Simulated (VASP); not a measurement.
Runs of VASP 6.6.1 on GaP. Symmetry: F-43m, No. 216, cubic system. Conventional cell: a = 5.451 Å, b = 5.451 Å, c = 5.451 Å, α = 90.00°, β = 90.00°, γ = 90.00°. Ga (site symmetry -43m) has 4 P at 2.36 Å as nearest neighbours. P (site symmetry -43m) has 4 Ga at 2.36 Å as nearest neighbours. 

| task | level | smearing | gap on the mesh (eV) | pressure (GPa) |
| --- | --- | --- | --- | --- |
| band structure | MS2 | fermi-dirac 0.05 eV | 1.92 | -0.7 |
| band structure | revTPSS | fermi-dirac 0.05 eV | 1.58 | 0.2 |
| single point | PBE | gaussian 0.012 eV | (a) | 2.4 |
| band structure | TPSS | fermi-dirac 0.05 eV | 1.69 | (b) |

Alike in all rows: potentials or basis VASP PAW PBE potentials, release 64 (Ga_d, P); no spin polarisation; cell as given; k mesh 8 × 8 × 8; cutoff (eV) 520.

Task: Estimate the missing entries.

Result: (a) 1.64; (b) 1.4.

Caveats: the PAW data sets were made with another functional, which shifts forces and pressure a little (some runs).

A k mesh can miss the band edges, and the runs leave out spin-orbit coupling on Ga.
